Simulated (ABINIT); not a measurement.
Ge:

```xyz
2
Lattice="0.0000 2.8289 2.8289 2.8289 0.0000 2.8289 2.8289 2.8289 0.0000" Properties=species:S:1:pos:R:3 pbc="T T T"
Ge    4.2434    4.2434    4.2434
Ge    2.8289    2.8289    2.8289
```

Base run:

- Program: ABINIT 10.8.3 (patched build)
- Functional: BLYP
- Potentials or basis: PseudoDojo NC SR PBE v0.4.1 standard
- Cutoff: 1061 eV
- k mesh: 8 × 8 × 8
- Occupations: fermi-dirac, width 0.05 eV
- Spin: no spin polarisation

Its results: band gap on the k mesh none (metal or under the smearing width); pressure 6.7 GPa.

Task: The run is repeated on the same cell with these changes: functional from BLYP to WC; potentials or basis from PseudoDojo NC SR PBE v0.4.1 standard to PseudoDojo NC SR PBEsol v0.4.1 standard. What comes out?

Result: Band gap on the k mesh none (metal or under the smearing width); pressure 0.7 GPa.

Caveats: the potentials were made for another functional, which shifts forces and pressure; this crystal is a semiconductor, whose small gap the functional closes, so the metal is an error of the method.
